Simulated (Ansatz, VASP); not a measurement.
Two plane-wave programs on NaCl

```
CELL_PARAMETERS angstrom
0.00000 2.84116 2.84116
2.84116 0.00000 2.84116
2.84116 2.84116 0.00000
ATOMIC_POSITIONS crystal
Na 0.00000 0.00000 0.00000
Cl 0.50000 0.50000 0.50000
```

Alike in both runs: task single point; functional PBEsol; k mesh 10 × 10 × 10; occupations gaussian, width 0.05 eV; no spin polarisation.

|  | VASP | Ansatz |
| --- | --- | --- |
| version | VASP 6.6.1 | Ansatz 0.2.0 |
| potentials or method | VASP PAW PBE potentials, release 64 (Na_pv, Cl) | scalar-relativistic, plane waves, PAW |
| plane-wave cutoff (eV) | 520 | 420 |
| valence electrons in the cell | 14 | 16 |

|  | VASP | Ansatz | Ansatz less VASP |
| --- | --- | --- | --- |
| gap on the k mesh at the Fermi level (eV) | 4.85 | 4.86 | +0.003 |
| least direct gap on the mesh (eV) | 4.85 | 4.86 | +0.003 |
| pressure (GPa) | -1.0 | -1.0 | -0.01 |

The two sets of potentials don't hold the same shells in valence.

Caveats: the PAW data sets were made with another functional, which shifts forces and pressure a little (VASP). A hybrid or GW would open this gap; PBEsol tends to underestimate it. A k mesh can miss the band edges.
